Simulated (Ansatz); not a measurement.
**How settings move the results for Os**

```
CELL_PARAMETERS angstrom
0.00000 1.94500 1.94500
1.94500 0.00000 1.94500
1.94500 1.94500 0.00000
ATOMIC_POSITIONS crystal
Os 0.00000 0.00000 0.00000
```

The conventional cell has a = 3.890 Å, b = 3.890 Å, c = 3.890 Å, α = 90.00°, β = 90.00°, γ = 90.00°. Around Os (atom 1) lie 12 Os at 2.75 Å.

The cell comes from COD entry 1534943, which wasn't checked; take it as a given geometry.

Spin–orbit coupling is left out, though it moves levels of the heavy atoms by tenths of an eV or more.

These are results of DFT, PBE, all-electron LAPW, scalar-relativistic (Ansatz 0.2.0), not measurements.

The runs use a Γ-centred 14×14×14 k mesh, Fermi–Dirac smearing of 0.03 eV, basis error target 0.25 meV/atom, no spin polarisation. One setting is then changed at a time.

| basis error target (meV/atom) | free energy less the base's (meV/atom) | P (GPa) | cutoff chosen (eV) |
| --- | --- | --- | --- |
| 0.25 (base) | 0.0 | -9.43 | 319 |
| 3 | ? | -9.42 | 242 |
| 10 | 1.7 | -9.40 | 209 |
| 30 | ? | -9.35 | 180 |
| 0.1 | 0.0 | -9.43 | 349 |

Problem. Give the missing entry: row "3", column "free energy less the base's (meV/atom)".

Solution. 0.4.

Problem. What belongs in the row "30", column "free energy less the base's (meV/atom)"?

Solution. 5.3.
